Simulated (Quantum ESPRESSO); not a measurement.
Set up this calculation in Quantum ESPRESSO 7.5, as the native input.

- Task: band structure
- Functional: LDA
- Potentials or basis: GBRV 1.5 LDA
- Cutoff: 612 eV
- Density cutoff: 4898 eV
- k mesh: 8 × 8 × 4
- Occupations: fermi-dirac, width 0.05 eV
- Spin: collinear spin, ferromagnetic start
- Starting moments: [4.0, 4.0, 0.0, 0.0] μB
- Form of the LDA correlation: PZ81
- Mixing beta: 0.3
- Most SCF iterations: 120
- SCF threshold: 8e-10 Ry

The system is MnS.

```
Mn S
1.0
     3.95358    0.00000    0.00000
    -1.97679    3.42390    0.00000
     0.00000    0.00000    6.34253
Mn S
2 2
Direct
  0.66667 0.33333 0.49884
  0.33333 0.66667 0.99884
  0.33333 0.66667 0.62615
  0.66667 0.33333 0.12615
```

The cell is a database's computed one.

One way to write it, as run:

pw.in

```
&CONTROL
  calculation = 'scf'
  prefix = 'pwscf'
  outdir = './tmp'
  pseudo_dir = './pseudo'
  tprnfor = .true.
  tstress = .true.
  disk_io = 'low'
/
&SYSTEM
  ibrav = 0
  celldm(1) = 8
  nat = 4
  ntyp = 2
  ecutwfc = 45
  ecutrho = 360
  nbnd = 33
  occupations = 'smearing'
  smearing = 'fd'
  degauss = 0.00367493
  nspin = 2
  starting_magnetization(1) = 0.2667
  starting_magnetization(2) = 0
/
&ELECTRONS
  conv_thr = 8d-10
  electron_maxstep = 120
  mixing_beta = 0.3
/
ATOMIC_SPECIES
Mn    54.9380 mn_lda_v1.5.uspp.F.UPF
S     32.0600 s_lda_v1.4.uspp.F.UPF
CELL_PARAMETERS alat
  0.9338971997097   0.0000000000000   0.0000000000000
 -0.4669485998667   0.8087786994732   0.0000000000000
  0.0000000000000   0.0000000000000   1.4982053103669
ATOMIC_POSITIONS crystal
Mn     0.6666666667    0.3333333333    0.4988446700
Mn     0.3333333333    0.6666666667    0.9988446700
S      0.3333333333    0.6666666667    0.6261543000
S      0.6666666667    0.3333333333    0.1261543000
K_POINTS automatic
8 8 4 0 0 0
```

bands.in

```
&CONTROL
  calculation = 'bands'
  prefix = 'pwscf'
  outdir = './tmp'
  pseudo_dir = './pseudo'
  disk_io = 'low'
  verbosity = 'high'
/
&SYSTEM
  ibrav = 0
  celldm(1) = 8
  nat = 4
  ntyp = 2
  ecutwfc = 45
  ecutrho = 360
  nbnd = 33
  occupations = 'smearing'
  smearing = 'fd'
  degauss = 0.00367493
  nspin = 2
  starting_magnetization(1) = 0.2667
  starting_magnetization(2) = 0
/
&ELECTRONS
  conv_thr = 1d-08
  electron_maxstep = 120
  mixing_beta = 0.3
  diago_full_acc = .true.
  startingwfc = 'random'
/
ATOMIC_SPECIES
Mn    54.9380 mn_lda_v1.5.uspp.F.UPF
S     32.0600 s_lda_v1.4.uspp.F.UPF
CELL_PARAMETERS alat
  0.9338971997097   0.0000000000000   0.0000000000000
 -0.4669485998667   0.8087786994732   0.0000000000000
  0.0000000000000   0.0000000000000   1.4982053103669
ATOMIC_POSITIONS crystal
Mn     0.6666666667    0.3333333333    0.4988446700
Mn     0.3333333333    0.6666666667    0.9988446700
S      0.3333333333    0.6666666667    0.6261543000
S      0.6666666667    0.3333333333    0.1261543000
K_POINTS crystal
60
 0.0000000000  0.0000000000  0.0000000000 1
 0.0714285714  0.0000000000  0.0000000000 1
 0.1428571429  0.0000000000  0.0000000000 1
 0.2142857143  0.0000000000  0.0000000000 1
 0.2857142857  0.0000000000  0.0000000000 1
 0.3571428571  0.0000000000  0.0000000000 1
 0.4285714286  0.0000000000  0.0000000000 1
 0.5000000000  0.0000000000  0.0000000000 1
 0.4583333333  0.0833333333  0.0000000000 1
 0.4166666667  0.1666666667  0.0000000000 1
 0.3750000000  0.2500000000  0.0000000000 1
 0.3333333333  0.3333333333  0.0000000000 1
 0.2962962963  0.2962962963  0.0000000000 1
 0.2592592593  0.2592592593  0.0000000000 1
 0.2222222222  0.2222222222  0.0000000000 1
 0.1851851852  0.1851851852  0.0000000000 1
 0.1481481481  0.1481481481  0.0000000000 1
 0.1111111111  0.1111111111  0.0000000000 1
 0.0740740741  0.0740740741  0.0000000000 1
 0.0370370370  0.0370370370  0.0000000000 1
 0.0000000000  0.0000000000  0.0000000000 1
 0.0000000000  0.0000000000  0.1250000000 1
 0.0000000000  0.0000000000  0.2500000000 1
 0.0000000000  0.0000000000  0.3750000000 1
 0.0000000000  0.0000000000  0.5000000000 1
 0.0625000000  0.0000000000  0.5000000000 1
 0.1250000000  0.0000000000  0.5000000000 1
 0.1875000000  0.0000000000  0.5000000000 1
 0.2500000000  0.0000000000  0.5000000000 1
 0.3125000000  0.0000000000  0.5000000000 1
 0.3750000000  0.0000000000  0.5000000000 1
 0.4375000000  0.0000000000  0.5000000000 1
 0.5000000000  0.0000000000  0.5000000000 1
 0.4666666667  0.0666666667  0.5000000000 1
 0.4333333333  0.1333333333  0.5000000000 1
 0.4000000000  0.2000000000  0.5000000000 1
 0.3666666667  0.2666666667  0.5000000000 1
 0.3333333333  0.3333333333  0.5000000000 1
 0.3030303030  0.3030303030  0.5000000000 1
 0.2727272727  0.2727272727  0.5000000000 1
 0.2424242424  0.2424242424  0.5000000000 1
 0.2121212121  0.2121212121  0.5000000000 1
 0.1818181818  0.1818181818  0.5000000000 1
 0.1515151515  0.1515151515  0.5000000000 1
 0.1212121212  0.1212121212  0.5000000000 1
 0.0909090909  0.0909090909  0.5000000000 1
 0.0606060606  0.0606060606  0.5000000000 1
 0.0303030303  0.0303030303  0.5000000000 1
 0.0000000000  0.0000000000  0.5000000000 1
 0.5000000000  0.0000000000  0.5000000000 1
 0.5000000000  0.0000000000  0.4000000000 1
 0.5000000000  0.0000000000  0.3000000000 1
 0.5000000000  0.0000000000  0.2000000000 1
 0.5000000000  0.0000000000  0.1000000000 1
 0.5000000000  0.0000000000  0.0000000000 1
 0.3333333333  0.3333333333  0.0000000000 1
 0.3333333333  0.3333333333  0.1250000000 1
 0.3333333333  0.3333333333  0.2500000000 1
 0.3333333333  0.3333333333  0.3750000000 1
 0.3333333333  0.3333333333  0.5000000000 1
```

Potentials or basis: GBRV 1.5 LDA.

The run is started by

```sh
$ OMP_NUM_THREADS=1 mpirun -n 2 pw.x -nk 2 -in pw.in > pw.out
$ OMP_NUM_THREADS=1 mpirun -n 2 pw.x -nk 2 -in bands.in > bands.out
```

It gave:

```yaml
Pressure: -4.1 GPa
Largest_force: 0.250 eV/Å
Band_gap_on_the_k_mesh: none (metal or under the smearing width)
Net_moment: 9.61 μB per cell
Absolute_moment: 9.61 μB per cell
Site_moments: Mn +4.00; S +0.13 μB
Valence_electrons_inside_the_program's_atomic_spheres: Mn 12.86; S 4.02
```

Caveat: semilocal functionals often make such compounds metallic where correlation or magnetic order opens a gap, which also shifts bond lengths; only a ferromagnetic start was run, and an antiferromagnetic order may lie lower in energy.

It took 2.5 min on 2 MPI ranks on Arm Neoverse V2, on a shared host, peak memory 0.48 GiB a rank.
